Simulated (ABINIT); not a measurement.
# Hf (P6_3/mmc) in ABINIT: a series of runs, part 2 of 2

ABINIT 10.8.3 (patched build). The steps go on from the part before.

### 3 Single point, PBE

File run.abi:

```
# Pseudopotentials
pp_dirpath "./"
pseudos "Hf.upf"

# Structure
acell 3*1.0
rprim
     6.0408875026     0.0000000000     0.0000000000
    -3.0204437513     5.2315620387     0.0000000000
     0.0000000000     0.0000000000     9.5578567931
ntypat 1
znucl 72
natom 2
typat 1 1
xred
     0.6666666667     0.3333333333     0.7500000000
     0.3333333333     0.6666666667     0.2500000000

# Plane-wave basis
ecut 1142.878222 eV

# k points
kptopt 1
ngkpt 10 10 5
nshiftk 1
shiftk 0.0 0.0 0.0

# Exchange and correlation
ixc 11

# Bands and occupations
nband 32
occopt 3
tsmear 0.05 eV

# SCF cycle
nstep 100
tolvrs 1.0e-10

# Output
iomode 3
prtwf 0
prtden 0
prteig 0
prtebands 0
enunit 2
```

Potentials or basis: Ansatz NC PBE.

Started as:

```
abinit run.abi > log 2>&1
```

run.abo:

```text
[... set-up lines left out ...]
 ETOT  1  -519.90269188736    -5.199E+02 6.828E-01 1.591E+04
 ETOT  2  -526.08277006189    -6.180E+00 3.160E-01 2.895E+04
 ETOT  3  -531.32392399453    -5.241E+00 6.821E-02 4.375E+03
 ETOT  4  -531.78276446148    -4.588E-01 1.660E-01 1.897E+03
 ETOT  5  -531.93723796518    -1.545E-01 2.040E-02 1.031E+03
 ETOT  6  -532.06442066533    -1.272E-01 4.064E-03 3.152E+02
 ETOT  7  -532.11864979680    -5.423E-02 7.357E-03 1.046E+01
 ETOT  8  -532.11940295918    -7.532E-04 1.966E-03 6.321E+00
 ETOT  9  -532.12045704269    -1.054E-03 4.691E-03 3.618E-01
 ETOT 10  -532.12052157979    -6.454E-05 8.135E-04 2.191E-04
 ETOT 11  -532.12052166303    -8.324E-08 1.669E-03 1.960E-06
 ETOT 12  -532.12052166403    -1.000E-09 4.269E-04 8.650E-07
 ETOT 13  -532.12052166411    -8.265E-11 5.482E-04 1.352E-07
 ETOT 14  -532.12052166416    -4.059E-11 6.433E-04 2.698E-08
 ETOT 15  -532.12052166417    -1.501E-11 9.164E-04 4.015E-10
 ETOT 16  -532.12052166417    -2.615E-12 1.799E-03 2.984E-11

 At SCF step   16       vres2   =  2.98E-11 < tolvrs=  1.00E-10 =>converged.

 Cartesian components of stress tensor (hartree/bohr^3)
  sigma(1 1)= -2.53190651E-05  sigma(3 2)=  0.00000000E+00
  sigma(2 2)= -2.53190660E-05  sigma(3 1)=  0.00000000E+00
  sigma(3 3)= -1.40566312E-05  sigma(2 1)=  0.00000000E+00

--- !ResultsGS
iteration_state: {dtset: 1, }
comment   : Summary of ground state results
lattice_vectors:
- [  6.0408875,   0.0000000,   0.0000000, ]
- [ -3.0204438,   5.2315620,   0.0000000, ]
- [  0.0000000,   0.0000000,   9.5578568, ]
lattice_lengths: [   6.04089,    6.04089,    9.55786, ]
lattice_angles: [ 90.000,  90.000, 120.000, ] # degrees, (23, 13, 12)
lattice_volume:   3.0205960E+02
convergence: {deltae: -2.615E-12, res2:  2.984E-11, residm:  1.799E-03, diffor: null, }
etotal    :  -5.32120522E+02
entropy   :   0.00000000E+00
fermie    :   4.74624291E-01
cartesian_stress_tensor: # hartree/bohr^3
- [ -2.53190651E-05,   0.00000000E+00,   0.00000000E+00, ]
- [  0.00000000E+00,  -2.53190660E-05,   0.00000000E+00, ]
- [  0.00000000E+00,   0.00000000E+00,  -1.40566312E-05, ]
pressure_GPa:   6.3446E-01
xred      :
- [  6.6667E-01,   3.3333E-01,   7.5000E-01, Hf]
- [  3.3333E-01,   6.6667E-01,   2.5000E-01, Hf]
cartesian_forces: # hartree/bohr
- [  2.78585434E-29,  -1.70491858E-28,   5.50235562E-32, ]
- [ -2.78585434E-29,   1.70491858E-28,  -5.50235562E-32, ]
force_length_stats: {min:   1.72752930E-28, max:   1.72752930E-28, mean:   1.72752930E-28, }
...

 Integrated electronic density in atomic spheres:
 ------------------------------------------------
 Atom  Sphere_radius  Integrated_density
    1        2.00000         22.29048920
    2        2.00000         22.29048920
================================================================================

 ----iterations are completed or convergence reached----

 Mean square residual over all n,k,spin=   15.644E-07; max=  17.989E-04
 reduced coordinates (array xred) for    2 atoms
       0.666666666667      0.333333333333      0.750000000000
       0.333333333333      0.666666666667      0.250000000000
 rms dE/dt=  5.7515E-28; max dE/dt=  1.0097E-27; dE/dt below (all hartree)
    1      -0.000000000000      0.000000000000     -0.000000000000
    2       0.000000000000     -0.000000000000      0.000000000000

 cartesian coordinates (angstrom) at end:
    1      1.59834999891799     0.92280780214238     3.79334999741376
    2     -0.00000000000000     1.84561560428476     1.26444999913792

 cartesian forces (hartree/bohr) at end:
    1      0.00000000000000    -0.00000000000000     0.00000000000000
    2     -0.00000000000000     0.00000000000000    -0.00000000000000
 frms,max,avg= 9.9738951E-29 1.7049186E-28   0.000E+00  0.000E+00  0.000E+00 h/b

 cartesian forces (eV/Angstrom) at end:
    1      0.00000000000000    -0.00000000000000     0.00000000000000
    2     -0.00000000000000     0.00000000000000    -0.00000000000000
 frms,max,avg= 5.1287831E-27 8.7670438E-27   0.000E+00  0.000E+00  0.000E+00 e/A
 length scales=  1.000000000000  1.000000000000  1.000000000000 bohr
              =  0.529177210544  0.529177210544  0.529177210544 angstroms
 Fermi (or HOMO) energy (hartree) =   0.47462   Average Vxc (hartree)=  -0.44415
 Eigenvalues (hartree) for nkpt=  42  k points:
 kpt#   1, nband= 32, wtk=  0.00200, kpt=  0.0000  0.0000  0.0000 (reduced coord)
  -1.80079   -1.79817   -0.66595   -0.63855   -0.63855   -0.63397   -0.63382   -0.63382
   0.03896    0.04012    0.04012    0.04021    0.04021    0.04057    0.04057    0.04060
   0.04085    0.04099    0.04161    0.04161    0.04359    0.04372    0.20393    0.33854
   0.49851    0.51808    0.51808    0.52834    0.54830    0.54830    0.57179    0.57179
      occupation numbers for kpt#   1
   2.00000    2.00000    2.00000    2.00000    2.00000    2.00000    2.00000    2.00000
   2.00000    2.00000    2.00000    2.00000    2.00000    2.00000    2.00000    2.00000
   2.00000    2.00000    2.00000    2.00000    2.00000    2.00000    2.00000    2.00000
   0.00000    0.00000    0.00000    0.00000    0.00000    0.00000    0.00000    0.00000
 prteigrs : prtvol=0 or 1, do not print more k-points.

 Fermi (or HOMO) energy (eV) =  12.91518   Average Vxc (eV)= -12.08601
 Eigenvalues (   eV  ) for nkpt=  42  k points:
 kpt#   1, nband= 32, wtk=  0.00200, kpt=  0.0000  0.0000  0.0000 (reduced coord)
 -49.00190  -48.93066  -18.12132  -17.37580  -17.37580  -17.25126  -17.24724  -17.24724
   1.06018    1.09171    1.09171    1.09428    1.09428    1.10398    1.10398    1.10468
   1.11163    1.11527    1.13222    1.13222    1.18620    1.18980    5.54914    9.21205
  13.56504   14.09755   14.09755   14.37692   14.92001   14.92001   15.55929   15.55929
 prteigrs : prtvol=0 or 1, do not print more k-points.

--- !EnergyTerms
iteration_state     : {dtset: 1, }
comment             : Components of total free energy in Hartree
kinetic             :  2.78360951966402E+02
hartree             :  1.47517505625743E+02
xc                  : -7.52679255816168E+01
Ewald energy        : -3.66564207289758E+02
psp_core            :  1.51938101097140E+01
local_psp           : -4.37584647710769E+02
non_local_psp       : -9.37756055195787E+01
internal            : -5.32120118399865E+02
'-kT*entropy'       : -4.03264307939002E-04
total_energy        : -5.32120521664173E+02
total_energy_eV     : -1.44797370444167E+04
band_energy         : -1.06543890991774E+01
...

 Cartesian components of stress tensor (hartree/bohr^3)
  sigma(1 1)= -2.53190651E-05  sigma(3 2)=  0.00000000E+00
  sigma(2 2)= -2.53190660E-05  sigma(3 1)=  0.00000000E+00
  sigma(3 3)= -1.40566312E-05  sigma(2 1)=  0.00000000E+00

-Cartesian components of stress tensor (GPa)         [Pressure=  6.3446E-01 GPa]
- sigma(1 1)= -7.44912614E-01  sigma(3 2)=  0.00000000E+00
- sigma(2 2)= -7.44912639E-01  sigma(3 1)=  0.00000000E+00
- sigma(3 3)= -4.13560368E-01  sigma(2 1)=  0.00000000E+00

== END DATASET(S) ==============================================================
================================================================================

 -outvars: echo values of variables after computation  --------
            acell      1.0000000000E+00  1.0000000000E+00  1.0000000000E+00 Bohr
           etotal     -5.3212052166E+02
            fcart      2.7858543364E-29 -1.7049185761E-28  5.5023556173E-32
                      -2.7858543364E-29  1.7049185761E-28 -5.5023556173E-32
            rprim      6.0408875026E+00  0.0000000000E+00  0.0000000000E+00
                      -3.0204437513E+00  5.2315620387E+00  0.0000000000E+00
                       0.0000000000E+00  0.0000000000E+00  9.5578567931E+00
           strten     -2.5319065115E-05 -2.5319065970E-05 -1.4056631198E-05
                       0.0000000000E+00  0.0000000000E+00  0.0000000000E+00
           xangst      1.5983499989E+00  9.2280780214E-01  3.7933499974E+00
                      -2.7817247100E-16  1.8456156043E+00  1.2644499991E+00
             xred      6.6666666667E-01  3.3333333333E-01  7.5000000000E-01
                       3.3333333333E-01  6.6666666667E-01  2.5000000000E-01
 Calculation completed.
```

Wall time 4.4 min (1 thread of Arm Neoverse V2, shared host); peak memory 0.15 GiB.

What came out:

```yaml
Free_energy: -14479.7370 eV
Pressure: 0.6 GPa
Band_gap_on_the_k_mesh: none (metal or under the smearing width)
Valence_electrons_inside_the_program's_atomic_spheres: Hf 22.29 (radii [1.0584] Å)
```

Levels at points of the mesh, in eV from the Fermi level:
```tsv
k point	band 24	band 25	band 26	band 27	band 28	band 29
(0.00, 0.00, 0.00)	-3.70	0.65	1.18	1.18	1.46	2.00
(0.50, 0.00, 0.00)	-2.74	-2.22	-0.80	0.79	0.88	1.68
```

The run has no spin-orbit coupling, so splittings on Hf are missing.

### 4 Single point, PBE

run.abi: that of step 3 with these lines changed.

```diff
@@ -2,3 +2,3 @@
 pp_dirpath "./"
-pseudos "Hf.upf"
+pseudos "72_Hf_12_2.3_3.0_pbe_n_v1.0.psp8"
 
@@ -19,3 +19,3 @@
 # Plane-wave basis
-ecut 1142.878222 eV
+ecut 489.804952 eV
 
@@ -31,3 +31,3 @@
 # Bands and occupations
-nband 32
+nband 16
 occopt 3
```

Potentials or basis: SPMS NC PBE v1.0.

Started as:

```
abinit run.abi > log 2>&1
```

run.abo:

```text
.Version 10.8.3 of ABINIT
 Symmetries : space group P6_3/m m c (#194); Bravais hP (primitive hexag.)
================================================================================
 Values of the parameters that define the memory need of the present run
     intxc =       0    ionmov =       0      iscf =       7    lmnmax =       8
     lnmax =       8     mgfft =      40  mpssoang =       4    mqgrid =    3001
     natom =       2  nloc_mem =       1    nspden =       1   nspinor =       1
    nsppol =       1      nsym =      24    n1xccc =    2501    ntypat =       1
    occopt =       3   xclevel =       2
       mpw =        1111          nfft =       23040          nkpt =          42
================================================================================
================================================================================

--------------------------------------------------------------------------------
------------- Echo of variables that govern the present computation ------------
--------------------------------------------------------------------------------
 -outvars: echo values of preprocessed input variables --------
            acell      1.0000000000E+00  1.0000000000E+00  1.0000000000E+00 Bohr
              amu      1.78490000E+02
             ecut      1.80000000E+01 Hartree
           enunit           2
              ixc          11
         kptrlatt       10    0    0      0   10    0      0    0    5
          kptrlen      4.77892840E+01
            natom           2
            nband          16
            ngfft          24      24      40
             nkpt          42
            nstep         100
             nsym          24
           ntypat           1
           occopt           3
           prtden           0
        prtebands           0
           prteig           0
            prtwf           0
            rprim      6.0408875026E+00  0.0000000000E+00  0.0000000000E+00
                      -3.0204437513E+00  5.2315620387E+00  0.0000000000E+00
                       0.0000000000E+00  0.0000000000E+00  9.5578567931E+00
          spgroup         194
[... 124 lines left out ...]
    1      0.00000000000000    -0.00000000000000    -0.00000000000000
    2     -0.00000000000000     0.00000000000000    -0.00000000000000
 frms,max,avg= 1.1217461E-28 1.9300965E-28   0.000E+00  0.000E+00  0.000E+00 h/b

 cartesian forces (eV/Angstrom) at end:
    1      0.00000000000000    -0.00000000000000    -0.00000000000000
    2     -0.00000000000000     0.00000000000000    -0.00000000000000
 frms,max,avg= 5.7682503E-27 9.9249553E-27   0.000E+00  0.000E+00  0.000E+00 e/A
 length scales=  1.000000000000  1.000000000000  1.000000000000 bohr
              =  0.529177210544  0.529177210544  0.529177210544 angstroms
 Fermi (or HOMO) energy (hartree) =   0.25826   Average Vxc (hartree)=  -0.42961
 Eigenvalues (hartree) for nkpt=  42  k points:
 kpt#   1, nband= 16, wtk=  0.00200, kpt=  0.0000  0.0000  0.0000 (reduced coord)
  -2.01684   -2.01422   -0.88207   -0.85478   -0.85478   -0.85012   -0.85008   -0.85008
  -0.01280    0.12217    0.28165    0.30211    0.30211    0.31229    0.33232    0.33234
      occupation numbers for kpt#   1
   2.00000    2.00000    2.00000    2.00000    2.00000    2.00000    2.00000    2.00000
   2.00000    2.00000    0.00001    0.00000    0.00000    0.00000    0.00000    0.00000
 prteigrs : prtvol=0 or 1, do not print more k-points.

 Fermi (or HOMO) energy (eV) =   7.02769   Average Vxc (eV)= -11.69028
 Eigenvalues (   eV  ) for nkpt=  42  k points:
 kpt#   1, nband= 16, wtk=  0.00200, kpt=  0.0000  0.0000  0.0000 (reduced coord)
 -54.88088  -54.80978  -24.00224  -23.25971  -23.25971  -23.13295  -23.13175  -23.13175
  -0.34831    3.32455    7.66399    8.22070    8.22070    8.49796    9.04301    9.04348
 prteigrs : prtvol=0 or 1, do not print more k-points.

--- !EnergyTerms
iteration_state     : {dtset: 1, }
comment             : Components of total free energy in Hartree
kinetic             :  2.90097134418438E+01
hartree             :  1.51594763384187E+01
xc                  : -2.77095698925729E+01
Ewald energy        : -7.80846832096519E+01
psp_core            :  6.52947619366714E+00
local_psp           : -4.50570083074094E+01
non_local_psp       : -1.28092850983859E+01
internal            : -1.12961880534091E+02
'-kT*entropy'       : -4.05046836926027E-04
total_energy        : -1.12962285580927E+02
total_energy_eV     : -3.07386038417143E+03
band_energy         : -1.69916781277762E+01
...

 Cartesian components of stress tensor (hartree/bohr^3)
  sigma(1 1)= -2.42183692E-05  sigma(3 2)=  0.00000000E+00
  sigma(2 2)= -2.42183695E-05  sigma(3 1)=  0.00000000E+00
  sigma(3 3)= -1.15015331E-05  sigma(2 1)=  0.00000000E+00

-Cartesian components of stress tensor (GPa)         [Pressure=  5.8781E-01 GPa]
- sigma(1 1)= -7.12529021E-01  sigma(3 2)=  0.00000000E+00
- sigma(2 2)= -7.12529031E-01  sigma(3 1)=  0.00000000E+00
- sigma(3 3)= -3.38386785E-01  sigma(2 1)=  0.00000000E+00

== END DATASET(S) ==============================================================
================================================================================

 -outvars: echo values of variables after computation  --------
            acell      1.0000000000E+00  1.0000000000E+00  1.0000000000E+00 Bohr
           etotal     -1.1296228558E+02
            fcart      2.2286834691E-29 -1.9300965012E-28 -0.0000000000E+00
                      -2.2286834691E-29  1.9300965012E-28 -0.0000000000E+00
            rprim      6.0408875026E+00  0.0000000000E+00  0.0000000000E+00
                      -3.0204437513E+00  5.2315620387E+00  0.0000000000E+00
                       0.0000000000E+00  0.0000000000E+00  9.5578567931E+00
           strten     -2.4218369157E-05 -2.4218369524E-05 -1.1501533061E-05
                       0.0000000000E+00  0.0000000000E+00  0.0000000000E+00
           xangst      1.5983499989E+00  9.2280780214E-01  3.7933499974E+00
                      -2.7817247100E-16  1.8456156043E+00  1.2644499991E+00
             xred      6.6666666667E-01  3.3333333333E-01  7.5000000000E-01
                       3.3333333333E-01  6.6666666667E-01  2.5000000000E-01
 Calculation completed.
```

Wall time 15 s (1 thread of Arm Neoverse V2, shared host); peak memory 0.06 GiB.

What came out:

| Quantity | Value |
| --- | --- |
| Free energy | -3073.8604 eV |
| Pressure | 0.6 GPa |
| Band gap on the k mesh | none (metal or under the smearing width) |
| Valence electrons inside the program's atomic spheres | Hf 8.38 (radii [1.0584] Å) |

Stress tensor (GPa, compression positive):
```
0.71 0.00 0.00
0.00 0.71 0.00
0.00 0.00 0.34
```

The run has no spin-orbit coupling, so splittings on Hf are missing.

### 5 Single point, PBE

run.abi: that of step 4 with these lines changed.

```diff
@@ -2,3 +2,3 @@
 pp_dirpath "./"
-pseudos "72_Hf_12_2.3_3.0_pbe_n_v1.0.psp8"
+pseudos "Hf.GGA_PBE-JTH.xml"
 
@@ -19,3 +19,5 @@
 # Plane-wave basis
-ecut 489.804952 eV
+ecut 517.016339 eV
+pawecutdg 38.0
+pawxcdev 0
 
@@ -37,3 +39,3 @@
 nstep 100
-tolvrs 1.0e-10
+tolvrs 1.0e-9
```

Potentials or basis: JTH PAW PBE v2.0.

Started as:

```
abinit run.abi > log 2>&1
```

Run time: 20 s. Hardware: 1 thread of Arm Neoverse V2, shared host; peak memory 0.13 GiB.

It converged, with:

```yaml
Free_energy: -2723.0617 eV
Pressure: 0.5 GPa
Band_gap_on_the_k_mesh: none (metal or under the smearing width)
Valence_electrons_inside_the_program's_atomic_spheres: Hf 9.47 (radii [1.2759] Å)
```

Stress tensor (GPa, compression positive):
```
0.63 0.00 0.00
0.00 0.63 0.00
0.00 0.00 0.20
```

Levels at points of the mesh, in eV from the Fermi level:
| k point | band 10 | band 11 | band 12 | band 13 | band 14 | band 15 |
| --- | --- | --- | --- | --- | --- | --- |
| (0.00, 0.00, 0.00) | -3.70 | 0.63 | 1.20 | 1.20 | 1.48 | 2.02 |
| (0.50, 0.00, 0.00) | -2.74 | -2.22 | -0.81 | 0.81 | 0.88 | 1.69 |

The run has no spin-orbit coupling, so splittings on Hf are missing.

### 6 Overview

| potentials or basis | cutoff (eV) | fine-grid cutoff | gap on the mesh (eV) | pressure (GPa) |
| --- | --- | --- | --- | --- |
| SG15 NC PBE v1.2 | 816 | - | none | 0.7 |
| Ansatz NC PBE | 1143 | - | none | 0.6 |
| SPMS NC PBE v1.0 | 490 | - | none | 0.6 |
| JTH PAW PBE v2.0 | 517 | 1034.03 eV | none | 0.5 |

Alike in all rows: task single point; level PBE; no spin polarisation; cell as given; k mesh 10 × 10 × 5; smearing fermi-dirac 0.05 eV.

Total energies depend on the potentials used, so only differences within one code and one set of settings carry meaning.
